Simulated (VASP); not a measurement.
Write the native input for VASP 6.6.1 that does the following.

| Property | Result |
| --- | --- |
| Task | single point |
| Functional | PBE |
| Dispersion | D3(BJ) |
| Potentials or basis | VASP PAW PBE potentials, release 64 (Mg) |
| Cutoff | 520 eV |
| k mesh | 15 × 15 × 8 |
| Occupations | gaussian, width 0.1 eV |
| Spin | no spin polarisation |
| Dipole correction | no |
| Further INCAR settings | ALGO = Normal; EDIFF = 1e-07; NBANDS = 9 |

The structure of Mg lies in POSCAR:

```
Mg
1.0
    3.1498888384      0.0000000000      0.0000000000
   -1.5749444192      2.7278837532      0.0000000000
    0.0000000000      0.0000000000      5.0493533531
Mg
2
Direct
    0.3333333333      0.6666666667      0.2500000000
    0.6666666667      0.3333333333      0.7500000000
```

These files were run (other wordings do the same):

INCAR

```
SYSTEM = Mg
PREC = Accurate
ENCUT = 520
EDIFF = 1E-7
ISMEAR = 0
SIGMA = 0.1
LREAL = .FALSE.
LASPH = .TRUE.
NELM = 100
ALGO = Normal
ISIF = 2
LWAVE = .FALSE.
LCHARG = .FALSE.
GGA = PE
IVDW = 12
NBANDS = 9
```

KPOINTS

```
Automatic mesh
0
G
  15 15 8
  0 0 0
```

Potentials or basis: VASP PAW PBE potentials, release 64 (Mg).

The run is started by

```console
$ cat potpaw_PBE.64/Mg/POTCAR > POTCAR
$ mpirun -np 1 vasp_std > vasp.out
```

It gave:

```
Pressure                   : -0.1 GPa
Band gap on the k mesh     : none (metal or under the smearing width)
Dispersion energy per atom : -0.300 eV
```

Caveat: pairwise dispersion overbinds metals, which lowers pressure and volume.

Run time: 19 s on 1 thread of AMD EPYC 9R45 96-Core Processor (Zen 5), on a shared host, peak memory 0.17 GiB.
